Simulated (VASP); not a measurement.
A run of VASP 6.6.1 is set up as follows.

INCAR

```
SYSTEM = Ru
PREC     = Accurate       ! precision mode
ENCUT    = 600            ! plane-wave cutoff, eV
EDIFF    = 1E-7           ! SCF threshold, eV
ISMEAR   = 1              ! smearing method
SIGMA    = 0.1            ! smearing width, eV
LREAL    = .False.        ! projectors in reciprocal space
LASPH    = .True.         ! aspherical terms in the spheres
NELM     = 120            ! most SCF steps
ALGO     = Normal         ! electronic algorithm
ISIF     = 3              ! what is computed and relaxed
LWAVE    = .False.        ! write WAVECAR
LCHARG   = .False.        ! write CHGCAR
GGA      = PE             ! functional
IBRION   = 2              ! ionic algorithm
NSW      = 40             ! ionic steps
EDIFFG   = -0.005         ! ionic threshold
```

KPOINTS

```
regular mesh
0
Gamma
  18 18 10
  0 0 0
```

Contents of POSCAR:

```
Ru
1.0
    2.6900000000      0.0000000000      0.0000000000
   -1.3450000000      2.3296083400      0.0000000000
    0.0000000000      0.0000000000      4.2500000000
Ru
2
Direct
    0.3333333300      0.6666666700      0.2500000000
    0.6666666700      0.3333333300      0.7500000000
```

Potentials or basis: VASP PAW PBE potentials, release 64 (Ru_pv).

The run is started by

```sh
$ cat potpaw_PBE.64/Ru_pv/POTCAR > POTCAR
$ mpirun -np 1 vasp_std > vasp.out
```

Task: Estimate the band gap on the k mesh.

Result: None (metal or under the smearing width).

Task: Predict the relaxed volume.

Result: 13.76 Å³/atom.

Task: Predict the space group after relaxing (to 0.05 Å).

Result: P6_3/mmc (No. 194).

Task: Estimate the relaxed cell.

Result: a = 2.719 Å, b = 2.719 Å, c = 4.297 Å, α = 90.00°, β = 90.00°, γ = 120.00°.

The path:
| step | energy change (eV) | largest force (eV/Å) | pressure (GPa) | volume (Å³) |
| --- | --- | --- | --- | --- |
| 1 | 0.0000 | 0.0000 | 11.05 | 26.63 |
| 2 | 0.2049 | 0.0000 | -24.07 | 30.33 |
| 3 | -0.0293 | 0.0000 | -0.41 | 27.55 |
| 4 | -0.0294 | 0.0000 | -0.02 | 27.51 |
| 5 | -0.0293 | 0.0000 | 0.19 | 27.50 |
| 6 | -0.0294 | 0.0000 | 0.16 | 27.50 |
| 7 | -0.0294 | 0.0000 | 0.17 | 27.50 |
| 8 | -0.0294 | 0.0000 | -0.02 | 27.51 |
